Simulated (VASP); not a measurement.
A run of VASP 6.6.1:

INCAR

```
PREC = Accurate ; ENCUT = 600
EDIFF = 1E-7 ; ISMEAR = 1
SIGMA = 0.1 ; LREAL = F
LASPH = T ; NELM = 80
ALGO = Normal ; ISIF = 3
LWAVE = F ; LCHARG = F
METAGGA = R2SCAN ; LMIXTAU = T
IBRION = 2 ; NSW = 90
EDIFFG = -0.005
```

File KPOINTS:

```
regular mesh
0
Gamma
  16 16 16
```

POSCAR

```
Rh                                      
1.0
    0.0000000000      1.9025201665      1.9025201665
    1.9025201665     -0.0000000000      1.9025201665
    1.9025201665      1.9025201665      0.0000000000
  Rh            
     1
Direct
     0.0000000000000000    0.0000000000000000    0.0000000000000000
```

Potentials or basis: VASP PAW PBE potentials, release 64 (Rh_pv).

The run is started by

```console
$ cat potpaw_PBE.64/Rh_pv/POTCAR > POTCAR
$ mpirun -np 1 vasp_std > vasp.out
```

Hardware: 1 thread of Intel(R) Xeon(R) 6975P-C (Granite Rapids) (shared host).

**Question.** How long does it take, and how much memory?

**Answer.** Run time: 41 s on 1 thread of Intel(R) Xeon(R) 6975P-C (Granite Rapids) (shared host), peak memory 0.17 GiB. Counts: scf iterations 17, k points 145, ion steps 1.
